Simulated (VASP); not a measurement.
N2: relaxation of the atoms with r2SCAN

N2, in a box:

```
N
1.0
     8.00000    0.00000    0.00000
     0.00000    8.10000    0.00000
     0.00000    0.00000    8.20000
N
2
Direct
  0.50000 0.50000 0.43300
  0.50000 0.50000 0.56700
```

```yaml
Program: VASP 6.6.1
Task: relaxation of the atoms
Functional: r2SCAN
Potentials_or_basis: VASP PAW PBE potentials, release 64 (N)
Cutoff: 520 eV
k_mesh: 1 × 1 × 1
Occupations: fermi-dirac, width 0.05 eV
Spin: no spin polarisation
Further_INCAR_settings: ALGO = Normal; EDIFF = 1e-06; IBRION = 2; EDIFFG = -0.01; NSW = 40
```

The energy gained by relaxing is 2.6 meV/atom and the ionic steps are 4. The gap between the frontier levels is 8.91 eV.

Step by step:
```csv
step,energy change (eV),largest force (eV/Å),pressure (GPa)
1,0.0000,1.3182,0.11
2,0.8449,12.2221,-1.52
3,-0.0052,0.0535,-0.03
4,-0.0052,0.0015,-0.03
```

Final structure:
```cif
data_structure
_symmetry_space_group_name_H-M 'P 1'
_symmetry_Int_Tables_number 1
_cell_length_a 8.0000
_cell_length_b 8.1000
_cell_length_c 8.2000
_cell_angle_alpha 90.000
_cell_angle_beta 90.000
_cell_angle_gamma 90.000
_cell_volume 531.36
loop_
_atom_site_label
_atom_site_type_symbol
_atom_site_fract_x
_atom_site_fract_y
_atom_site_fract_z
_atom_site_occupancy
N1 N 0.50000 0.50000 0.43251 1
N2 N 0.50000 0.50000 0.56749 1
```

Levels at points of the mesh, in eV from the valence-band top:
```tsv
k point	band 2	band 3	band 4	band 5	band 6	band 7	band 8	band 9
(0.00, 0.00, 0.00)	-3.60	-1.27	-1.27	0.00	8.91	8.91	10.65	12.73
```

Wall time 9 min on 1 thread of Intel(R) Xeon(R) Platinum 8259CL CPU @ 2.50GHz (Skylake/Cascade Lake), with other jobs on the host, peak memory 0.61 GiB.

Caveat: the standard files for N, O and F lose accuracy on very short bonds; the PAW data sets were made with another functional, which shifts forces and pressure a little. r2SCAN opens gaps a little over a GGA but as a rule still falls short of measured ones.
